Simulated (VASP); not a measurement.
The system is Pd.

```xyz
3
Lattice="3.6038 0.0000 0.0000 -1.8019 3.1210 0.0000 0.0000 0.0000 4.0887" Properties=species:S:1:pos:R:3 pbc="T T T"
Pd    0.8123    0.0000    1.3629
Pd   -0.4062    0.7035    2.7258
Pd    1.3958    2.4175    0.0000
```

The cell was built by a generator and needn't be a form met in nature.

* Program: VASP 6.6.1
* Task: relaxation of cell and atoms
* Functional: PBEsol
* Potentials or basis: VASP PAW PBE potentials, release 64 (Pd)
* Cutoff: 600 eV
* k mesh: 6 × 6 × 4
* Occupations: gaussian, width 0.1 eV
* Spin: no spin polarisation

At the start: pressure 86.5 GPa; volume 15.33 Å³/atom.

Task: How do energy, volume and symmetry change on relaxing?

Result: Over 16 steps the energy falls by 2681.1 meV/atom and the volume is 16.78 Å³/atom (+9.5 %); space group Pm-3m (No. 221, to 0.05 Å).

The path:
```
step  energy change (eV)  largest force (eV/Å)  pressure (GPa)  volume (Å³)
   1              0.0000               17.1666           86.45        45.99
   2             -1.2770                0.1687          -11.10       123.30
   3             -2.1272                0.2276          -12.55       111.42
   4             -2.8983                0.2587          -14.32       101.76
   5             -6.2195                0.0200          -19.82        70.47
   6             -7.5477                0.9436          -11.69        57.43
   7             -7.4924                2.2541           -2.72        53.92
   8             -7.5734                1.3094           -9.15        56.19
   9             -7.5733                1.3938           -8.61        55.95
  10             -7.9411                0.9843            2.79        49.91
  11             -7.9460                0.9074            5.11        49.15
  12             -8.0426                0.0429            0.63        50.14
  13             -8.0431                0.0120            0.37        50.23
  14             -8.0431                0.0062            0.41        50.21
  15             -8.0432                0.0250           -0.27        50.44
  16             -8.0433                0.0130            0.01        50.34
```

Final structure:
```
Pd
1.0
     3.62070    0.00000    0.00000
    -1.81035    3.13562    0.00000
     0.00000    0.00000    4.43408
Pd
3
Direct
  0.33288 0.00000 0.33333
  0.00000 0.33288 0.66667
  0.66712 0.66712 0.00000
```

Caveat: the k mesh is coarse (spacing up to 0.38 Å⁻¹), so the values aren't converged; the PAW data sets were made with another functional, which shifts forces and pressure a little.
